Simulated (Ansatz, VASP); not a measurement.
## One calculation of KCl, two programs

The input POSCAR:

```
KCl
1.0
    0.0000000000      3.1448483221      3.1448483221
    3.1448483221      0.0000000000      3.1448483221
    3.1448483221      3.1448483221      0.0000000000
K Cl
1 1
Direct
    0.0000000000      0.0000000000      0.0000000000
    0.5000000000      0.5000000000      0.5000000000
```

Contents of INCAR.step1:

```
PREC = Accurate
ENCUT = 520
ISMEAR = 0
SIGMA = 0.01
LREAL = F
LASPH = T
NELM = 100
NBANDS = 15
GGA = PE
ALGO = Normal
EDIFF = 1E-4
LWAVE = T
LCHARG = F
```

Contents of INCAR.step2:

```
PREC = Accurate
ENCUT = 520
EDIFF = 1E-6
ISMEAR = 0
SIGMA = 0.01
LREAL = F
LASPH = T
NELM = 100
ALGO = Normal
ISIF = 2
LWAVE = F
LCHARG = F
METAGGA = R2SCAN
LMIXTAU = T
NBANDS = 15
ISTART = 1
```

Contents of KPOINTS:

```
regular mesh
0
Gamma
  8 8 8
```

Input for Ansatz:

```yaml
crystal:
  lattice:
    - [0.0, 3.1448483221, 3.1448483221]
    - [3.1448483221, 0.0, 3.1448483221]
    - [3.1448483221, 3.1448483221, 0.0]
  atoms:
    - { symbol: K, position: [0.0, 0.0, 0.0] }
    - { symbol: Cl, position: [0.5, 0.5, 0.5] }
kpoints:
  mp_grid: { grid: [8, 8, 8] }
  band_path:
    path:
      - [0.0, 0.0, 0.0]
      - [0.5, 0.0, 0.5]
      - [0.625, 0.25, 0.625]
      - [0.375, 0.375, 0.75]
      - [0.5, 0.5, 0.5]
      - [0.5, 0.25, 0.75]
    npoints: 1
hamiltonian:
  xc: r2scan
scf:
  occupations: { method: fixed }
  n_extra_bands: 4
output:
  forces: true
  stress: true
  eigenvalues: true
```

The cell was built by a generator and needn't be a form met in nature.

Alike in both runs: task single point; functional r2SCAN; k mesh 8 × 8 × 8; no spin polarisation.

|  | VASP | Ansatz |
| --- | --- | --- |
| version | VASP 6.6.1 | Ansatz 0.2.0 |
| potentials or method | VASP PAW PBE potentials, release 64 (K_sv, Cl) | plane waves, PAW |
| plane-wave cutoff (eV) | 520 | 500 |
| occupations | gaussian, width 0.01 eV | fixed |
| valence electrons in the cell | 16 | 16 |

```tsv
	VASP	Ansatz	Ansatz less VASP
gap on the k mesh at the Fermi level (eV)	5.84	5.83	-0.004
pressure (GPa)	0.0	0.0	+0.03
```

Caveats: the PAW data sets were made with another functional, which shifts forces and pressure a little (VASP). r2SCAN opens gaps a little over a GGA but as a rule still falls short of measured ones. A k mesh can miss the band edges.
